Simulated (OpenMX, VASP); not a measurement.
Given: the input of a run of OpenMX 3.8.5 on CoO. The cell is a database's computed one, not the measured one.

Contents of CoO.dat:

```
System.CurrrentDirectory             ./
System.Name                          CoO
DATA.PATH                            ./DFT_DATA13
level.of.stdout                      1
level.of.fileout                     0
Species.Number                       2
<Definition.of.Atomic.Species
  Co  Co6.0H-s3p2d2          Co_PBE13H
  O   O6.0-s2p2d1            O_PBE13
Definition.of.Atomic.Species>

Atoms.Number                         2
Atoms.SpeciesAndCoordinates.Unit     FRAC
<Atoms.SpeciesAndCoordinates
    1  Co    0.0000000000    0.0000000000    0.0000000000   9.500  7.500
    2  O     0.5000000000    0.5000000000    0.5000000000   3.000  3.000
Atoms.SpeciesAndCoordinates>

Atoms.UnitVectors.Unit               Ang
<Atoms.UnitVectors
     1.5054695445    0.8691832468    2.4399269062
    -1.5054695445    0.8691832468    2.4399269062
     0.0000000000   -1.7383664936    2.4399269062
Atoms.UnitVectors>

scf.XcType                           GGA-PBE
scf.SpinPolarization                 on
scf.ElectronicTemperature            580.226
scf.energycutoff                     500.0
scf.maxIter                          160
scf.EigenvalueSolver                 band
scf.Kgrid                            11 11 11
scf.Mixing.Type                      rmm-diisk
scf.Init.Mixing.Weight               0.01
scf.Min.Mixing.Weight                0.001
scf.Max.Mixing.Weight                0.2
scf.Mixing.History                   40
scf.Mixing.StartPulay                15
scf.criterion                        1.0e-8
scf.stress.tensor                    on
MD.Type                              nomd
```

Potentials or basis: OpenMX 2013 PBE set, Co6.0H-s3p2d2, O6.0-s2p2d1, grid cutoff 500 Ry.

Launch:

```sh
$ openmx CoO.dat -nt 1 > CoO.std
```

Question: What does the same run look like in VASP 6.6.1? Potentials or basis there: PBE PAW files Co, O, 520 eV.

Answer: As run (cutoffs and basis follow the program's own potentials, and thresholds, step limits or extra output files can differ):

The input INCAR:

```
  PREC = Accurate
  ENCUT = 520
  EDIFF = 1E-7
  ISMEAR = -1
  SIGMA = 0.05
  LREAL = False
  LASPH = True
  NELM = 100
  ALGO = Normal
  ISIF = 2
  LWAVE = False
  LCHARG = False
  ISPIN = 2
  MAGMOM = 2 0
  LORBIT = 11
  LMAXMIX = 4
  GGA = PE
  NBANDS = 18
```

Contents of KPOINTS:

```
regular mesh
0
Gamma
  11 11 11
```

File POSCAR:

```
CoO
1.0
    1.5054695445      0.8691832468      2.4399269062
   -1.5054695445      0.8691832468      2.4399269062
    0.0000000000     -1.7383664936      2.4399269062
Co O
1 1
Direct
    0.0000000000      0.0000000000      0.0000000000
    0.5000000000      0.5000000000      0.5000000000
```

Potentials or basis: VASP PAW PBE potentials, release 64 (Co, O).

Run with:

```bash
$ cat potpaw_PBE.64/Co/POTCAR potpaw_PBE.64/O/POTCAR > POTCAR
$ mpirun -np 1 vasp_std > vasp.out
```

Both were run:

|  | OpenMX | VASP |
| --- | --- | --- |
| Pressure | 2.0 GPa | -0.6 GPa |
| Net moment | 2.93 μB per cell | 2.87 μB per cell |

The potentials hold 23 and 15 valence electrons a cell.

The magnetic state is the one that the start led to; the real crystal's order can differ.

Pressure is positive in compression.
